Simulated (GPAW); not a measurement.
# KF (Pm-3m) in GPAW: single point with PBE

Aim: the single point of KF with PBE.

Everything below comes from runs of GPAW 26.7.0. Logs are shortened: lines on timing, memory, paths and dates and some standing lists are left out, and cuts for length are marked. The log counts tension as positive stress, the text compression.

**1. Starting point**

Symmetry: Pm-3m, No. 221, cubic system. Conventional cell: a = 3.259 Å, b = 3.259 Å, c = 3.259 Å, α = 90.00°, β = 90.00°, γ = 90.00°. K (site symmetry m-3m) has 8 F at 2.82 Å as nearest neighbours. Around F (site symmetry m-3m) lie 8 K at 2.82 Å.

The cell comes from a database or a generator and needn't be the stable form of this composition.

**2. Single point, PBE**

File run.py:

```python
from ase.dft.bandgap import bandgap
from ase.io import read, write
from ase.units import GPa
from gpaw import GPAW, PW

atoms = read('KF.cif')

calc = GPAW(mode=PW(650),
            xc='PBE',
            kpts={'size': (7, 7, 7), 'gamma': True},
            occupations={'name': 'fermi-dirac', 'width': 0.05},
            nbands=16,
            convergence={'density': 1e-05, 'energy': 1e-05},
            maxiter=80,
            txt='gpaw.txt')
atoms.calc = calc
energy = atoms.get_potential_energy()
forces = atoms.get_forces()
stress = atoms.get_stress()
calc.write('gs.gpw')
write('result.traj', atoms)
print(f'Energy: {energy:.6f} eV')
print('Forces (eV/A):')
print(forces.round(4))
print('Stress (GPa):', (stress / GPa).round(3))
print('Fermi level:', round(calc.get_fermi_level(), 4), 'eV')
print(f'Gap: {bandgap(calc)[0]:.4f} eV, direct: {bandgap(calc, direct=True)[0]:.4f} eV')
```

File KF.cif:

```cif
data_KF
_cell_length_a 3.25895500
_cell_length_b 3.25895500
_cell_length_c 3.25895500
_cell_angle_alpha 90.00000000
_cell_angle_beta 90.00000000
_cell_angle_gamma 90.00000000
_space_group_name_H-M_alt 'Pm-3m'
_space_group_name_Hall '-P 4 2 3'
_space_group_IT_number 221
loop_
_space_group_symop_operation_xyz
'x,y,z'
'-x,-y,-z'
'-y,x,z'
'y,-x,-z'
'-x,-y,z'
'x,y,-z'
'y,-x,z'
'-y,x,-z'
'x,-y,-z'
'-x,y,z'
'-y,-x,-z'
'y,x,z'
'-x,y,-z'
'x,-y,z'
'y,x,-z'
'-y,-x,z'
'z,x,y'
'-z,-x,-y'
'z,-y,x'
'-z,y,-x'
'z,-x,-y'
'-z,x,y'
'z,y,-x'
'-z,-y,x'
'-z,x,-y'
'z,-x,y'
'-z,-y,-x'
'z,y,x'
'-z,-x,y'
'z,x,-y'
'-z,y,x'
'z,-y,-x'
'y,z,x'
'-y,-z,-x'
'x,z,-y'
'-x,-z,y'
'-y,z,-x'
'y,-z,x'
'-x,z,y'
'x,-z,-y'
'-y,-z,x'
'y,z,-x'
'-x,-z,-y'
'x,z,y'
'y,-z,-x'
'-y,z,x'
'x,-z,y'
'-x,z,-y'
loop_
_atom_site_label
_atom_site_type_symbol
_atom_site_symmetry_multiplicity
_atom_site_Wyckoff_symbol
_atom_site_fract_x
_atom_site_fract_y
_atom_site_fract_z
_atom_site_occupancy
K1 K 1 a 0.0000000000 0.0000000000 0.0000000000 1
F1 F 1 b 0.5000000000 0.5000000000 0.5000000000 1
```

Potentials or basis: GPAW PAW data sets (gpaw-data 1.2.1), pw.

The run is started by

```sh
$ OMP_NUM_THREADS=1 python run.py
```

gpaw.txt:

```text
__  _  _
 | _ |_)|_||  |
 |__||  | ||/\| - 26.7.0

Input parameters:
  mode=PW(ecut=650.0),
  convergence={'density': 1e-05, 'energy': 1e-05},
  kpts=MonkhorstPack(size=(7, 7, 7), gamma=True),
  maxiter=80,
  nbands=16,
  occupations=Occupations(name='fermi-dirac', width=0.05),
  xc=XC(name='PBE')

Diagonalizing LCAO Hamiltonian
Converting LCAO to pw mode
   .-------.
  /|       |
 * |       |
 | |  F    |
 | .-------.
 |/       /
 K-------*

Atoms  # Å, Bohr magnetons
|   | symbol |        x |        y |        z |    initial magnetic moments |
|---|--------|----------|----------|----------|-----------------------------|
| 0 |      K | 0.000000 | 0.000000 | 0.000000 | ( 0.0000,  0.0000,  0.0000) |
| 1 |      F | 1.629477 | 1.629477 | 1.629477 | ( 0.0000,  0.0000,  0.0000) |

Unit cell  # Å
| periodic |        x |        y |        z |  lengths |    angles |
|----------|----------|----------|----------|----------|-----------|
|      yes | 3.258955 | 0.000000 | 0.000000 | 3.258955 | 90.000000 |
|      yes | 0.000000 | 3.258955 | 0.000000 | 3.258955 | 90.000000 |
|      yes | 0.000000 | 0.000000 | 3.258955 | 3.258955 | 90.000000 |

Number of symmetries: 48
Symmetry operations  # r_c * U_cc + t_c -> r_c
|    | kind |            matrix            |
|----|------|------------------------------|
|  0 |  E   |  1, 0, 0,  0, 1, 0,  0, 0, 1 |
|  1 |  σ   |  1, 0, 0,  0, 1, 0,  0, 0,-1 |
|  2 |  σ   |  1, 0, 0,  0, 0, 1,  0, 1, 0 |
|  3 |  C4  |  1, 0, 0,  0, 0, 1,  0,-1, 0 |
|  4 |  C4  |  1, 0, 0,  0, 0,-1,  0, 1, 0 |
|  5 |  σ   |  1, 0, 0,  0, 0,-1,  0,-1, 0 |
|  6 |  σ   |  1, 0, 0,  0,-1, 0,  0, 0, 1 |
|  7 |  C2  |  1, 0, 0,  0,-1, 0,  0, 0,-1 |
|  8 |  σ   |  0, 1, 0,  1, 0, 0,  0, 0, 1 |
|  9 |  C2  |  0, 1, 0,  1, 0, 0,  0, 0,-1 |
| 10 |  C3  |  0, 1, 0,  0, 0, 1,  1, 0, 0 |
| 11 |  S6  |  0, 1, 0,  0, 0, 1, -1, 0, 0 |
| 12 |  S6  |  0, 1, 0,  0, 0,-1,  1, 0, 0 |
| 13 |  C3  |  0, 1, 0,  0, 0,-1, -1, 0, 0 |
| 14 |  C4  |  0, 1, 0, -1, 0, 0,  0, 0, 1 |
| 15 |  S4  |  0, 1, 0, -1, 0, 0,  0, 0,-1 |
| 16 |  C3  |  0, 0, 1,  1, 0, 0,  0, 1, 0 |
| 17 |  S6  |  0, 0, 1,  1, 0, 0,  0,-1, 0 |
| 18 |  σ   |  0, 0, 1,  0, 1, 0,  1, 0, 0 |
| 19 |  C4  |  0, 0, 1,  0, 1, 0, -1, 0, 0 |
| 20 |  C2  |  0, 0, 1,  0,-1, 0,  1, 0, 0 |
| 21 |  S4  |  0, 0, 1,  0,-1, 0, -1, 0, 0 |
| 22 |  S6  |  0, 0, 1, -1, 0, 0,  0, 1, 0 |
| 23 |  C3  |  0, 0, 1, -1, 0, 0,  0,-1, 0 |
| 24 |  S6  |  0, 0,-1,  1, 0, 0,  0, 1, 0 |
| 25 |  C3  |  0, 0,-1,  1, 0, 0,  0,-1, 0 |
| 26 |  C4  |  0, 0,-1,  0, 1, 0,  1, 0, 0 |
| 27 |  σ   |  0, 0,-1,  0, 1, 0, -1, 0, 0 |
| 28 |  S4  |  0, 0,-1,  0,-1, 0,  1, 0, 0 |
| 29 |  C2  |  0, 0,-1,  0,-1, 0, -1, 0, 0 |
| 30 |  C3  |  0, 0,-1, -1, 0, 0,  0, 1, 0 |
| 31 |  S6  |  0, 0,-1, -1, 0, 0,  0,-1, 0 |
| 32 |  C4  |  0,-1, 0,  1, 0, 0,  0, 0, 1 |
| 33 |  S4  |  0,-1, 0,  1, 0, 0,  0, 0,-1 |
| 34 |  S6  |  0,-1, 0,  0, 0, 1,  1, 0, 0 |
| 35 |  C3  |  0,-1, 0,  0, 0, 1, -1, 0, 0 |
| 36 |  C3  |  0,-1, 0,  0, 0,-1,  1, 0, 0 |
| 37 |  S6  |  0,-1, 0,  0, 0,-1, -1, 0, 0 |
| 38 |  σ   |  0,-1, 0, -1, 0, 0,  0, 0, 1 |
| 39 |  C2  |  0,-1, 0, -1, 0, 0,  0, 0,-1 |
| 40 |  σ   | -1, 0, 0,  0, 1, 0,  0, 0, 1 |
[... 56 lines left out ...]
    compensation charges:
      type: gauss
      rc: 0.35  # [Å]
      lmax: 2
    cutoffs:
      filter: 1.91  # [Å]
      core: 1.27  # [Å]
    projectors
    | kind |    occ | energy [eV] | rcut [Å] |
    |------|--------|-------------|----------|
    |   3s |  2.000 |     -35.338 |    1.122 |
    |   4s |  1.000 |      -2.319 |    1.122 |
    |   3p |  6.000 |     -18.813 |    1.106 |
    |    p |        |       8.398 |    1.106 |
    |    d |        |       0.000 |    0.937 |

    Using partial waves for K as LCAO basis

  F:
    name:    Fluorine
    Z:       9.0
    valence: 7
    core:    2
    charge:  0.0  # [|e|]
    compensation charges:
      type: gauss
      rc: 0.20  # [Å]
      lmax: 2
    cutoffs:
      filter: 1.14  # [Å]
      core: 0.74  # [Å]
    projectors
    | kind |    occ | energy [eV] | rcut [Å] |
    |------|--------|-------------|----------|
    |   2s |  2.000 |     -29.898 |    0.635 |
    |   2p |  5.000 |     -11.110 |    0.635 |
    |    s |        |      -2.687 |    0.635 |
    |    p |        |      16.102 |    0.635 |
    |    d |        |       0.000 |    0.635 |

    Using partial waves for F as LCAO basis

Reference energy: -19096.334004  # eV

eigensolver:
  PPCG
  Converge bands: occupied
  niter=2

density mixing:
  MSR1-Mixer
  Pratt-step length: 0.05
  Maximum mixing coefficient: 0.75
  Old densities: 10
  SVD Regularization: 0.005
  Good broyden scale: 1.0
  Trust region scale: 1.0
  Backstep threshold: 4.0
  History deletion threshold: 6.0
  Fourier metric: weight=20.0, sigma=0.015

occupation numbers:
  Fermi-Dirac:
    width: 0.0500  # eV

poisson solver:
  ecut: 5200.0  # eV

xc functional:
  name: PBE with 2 nearest neighbor stencil

convergence criteria:
- Maximum integral of absolute [dens]ity change: 1e-05 electrons / valence electron
- Maximum [total energy] change in last 3 cyles: 1e-05 eV / valence electron
- Maximum integral of absolute [eigenst]ate change: 4e-08 eV^2 / valence electron
maximum number of iterations: 80

SCF iterations
|iter     | |      energy | eigst |  dens |
|---------|-|-------------|-------|-------|
|iter:   1| |   -8.934808 | -0.03 |       |
|iter:   2| |   -8.761327 | -2.22 | -1.19 |
|iter:   3| |   -8.217270 | -1.03 | -1.24 |
|iter:   4| |   -8.200739 | -2.61 | -1.57 |
|iter:   5| |   -8.199908 | -3.38 | -1.84 |
|iter:   6| |   -8.200164 | -4.65 | -2.42 |
|iter:   7| |   -8.200189 | -5.82 | -3.18 |
|iter:   8| |   -8.200192c| -6.84 | -3.63 |
|iter:   9| |   -8.200192c| -7.70c| -4.88 |
|iter:  10| |   -8.200192c| -7.85c| -5.21c|

Converged in 10 steps
Energy contributions relative to reference atoms: (reference = -19096.334004)

Energy contributions:
  Kinetic:           5.612484
  Coulomb:          -4.221622
  Zero:             -0.469988
  External:          0.000000
  Xc:               -9.121066
  Entropy:          -0.000000
  Spinorbit:         0.000000
  ----------------------------
  Free energy:      -8.200192
  Extrapolated:     -8.200192

dipole moment: (-11.872515, -11.872515, -11.872515)  # |e|*Ang

Fermi level: 2.700
Eigenvalues  # (at kpt = [0.000, 0.000, 0.000])
| band index |      eig [eV] | occ [0-2] |
|------------|---------------|-----------|
|          0 |       -26.309 |     2.000 |
|          1 |       -18.245 |     2.000 |
|          2 |        -9.377 |     2.000 |
|          3 |        -9.377 |     2.000 |
|          4 |        -9.377 |     2.000 |
|          5 |         0.619 |     2.000 |
[... 8 lines left out ...]
|         14 |        21.478 |     0.000 |
|         15 |        21.478 |     0.000 |

Gap: 6.284 eV
Transition (v -> c):
  (s=0, k=16, n=7, [0.43, 0.43, 0.00]) -> (s=0, k=0, n=8, [0.00, 0.00, 0.00])
Direct/indirect transitions are different
Direct gap: 6.321 eV
Transition at: (s=0, k=0, n=7, [0.00, 0.00, 0.00])

Forces  # eV/Ang
|        x |       y |       z |
|----------|---------|---------|
|  0.00000 | 0.00000 | 0.00000 |  # K    0
| -0.00000 | 0.00000 | 0.00000 |  # F    1

Stress tensor  # eV/Ang^3
|         x |         y |        z |
|-----------|-----------|----------|
|  0.001217 | -0.000000 | 0.000000 |
| -0.000000 |  0.001217 | 0.000000 |
|  0.000000 |  0.000000 | 0.001217 |

# Writing to gs.gpw (mode='')
```

stdout:

```text
Energy: -8.200192 eV
Forces (eV/A):
[[ 0.  0.  0.]
 [-0.  0.  0.]]
Stress (GPa): [ 0.195  0.195  0.195  0.     0.    -0.   ]
Fermi level: 2.7002 eV
Gap: 6.2837 eV, direct: 6.3208 eV
```

Wall time 8.7 s (1 thread of Intel Xeon Platinum 8259CL at 2.50GHz (Skylake/Cascade Lake), shared host); peak memory 0.14 GiB.

What came out:

```yaml
Free_energy: -8.2002 eV
Pressure: -0.2 GPa
Band_gap_on_the_k_mesh: 6.28 eV, indirect (least direct gap 6.32 eV)
```

Levels at points of the mesh, in eV from the valence-band top:
```
           k point  band 5  band 6  band 7  band 8  band 9  band 10  band 11  band 12
(0.00, 0.00, 0.00)  -10.03   -0.04   -0.04   -0.04    6.28     8.31     8.31    13.58
```

Caveat: the cutoff is short for stress and forces, so pressures can be off by a GPa or more; an odd mesh through Γ misses points on the zone boundary, where band edges often lie.
